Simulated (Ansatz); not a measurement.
# Fe: the cost of one run

Computed with Ansatz 0.2.0 (DFT r2SCAN, scalar-relativistic, plane waves, PAW, unless a step's input says otherwise).

1 further run of the same task is left out (set aside as unsound or not needed).

### 1 The starting structure

It takes space group I4/mmm (No. 139, tetragonal). Conventional cell: a = 2.895 Å, b = 2.895 Å, c = 2.739 Å, α = 90.00°, β = 90.00°, γ = 90.00°. Around Cu (site symmetry 4/mmm) lie 10 Cu at 2.46 to 2.74 Å.

Coordinates:

```xyz
1
Lattice="-1.4477 1.4477 1.3693 1.4477 -1.4477 1.3693 1.4477 1.4477 -1.3693" Properties=species:S:1:pos:R:3 pbc="T T T"
Cu    0.0000    0.0000    0.0000
```

It goes back to an entry of the Materials Project, which need not be the stable form.

This cell was relaxed beforehand with the same method: volume 11.48 Å³/atom, gap on the mesh none (metal).

### 2 Cu → Fe: the starting cell

Fe starts from the relaxed positions of Cu, with all lengths scaled by 1.000, a guess from tabulated radii. Atoms that may carry a moment start with parallel spins.

### 3 A first look at the start (Fe)

Contents of input.yaml:

```yaml
crystal:
  lattice:
    - [-1.4476911059, 1.4476911059, 1.3693140264]
    - [1.4476911059, -1.4476911059, 1.3693140264]
    - [1.4476911059, 1.4476911059, -1.3693140264]
  atoms:
    - { symbol: Fe, position: [0.0, 0.0, 0.0], spin: 4.0 }
basis:
  ecutwfc: 500
kpoints:
  mp_grid: { grid: [8, 8, 8] }
hamiltonian:
  xc: r2scan
scf:
  occupations: { method: gaussian, width: 0.1 }
  lower_state_search: "off"
output:
  forces: true
  stress: true
  eigenvalues: true
  populations: true
magnetization:
  spin_polarized: true
```

Launch:

```
ansatz run input.yaml --threads 1 --pin off --max-ram 2560MiB --backend cpu --events-out ev --progress --plain --runs-dir out
```

What time and memory should one allow on 1 thread of Arm Neoverse V2, shared host?

About 3.9 s, with a peak of 0.28 GiB.
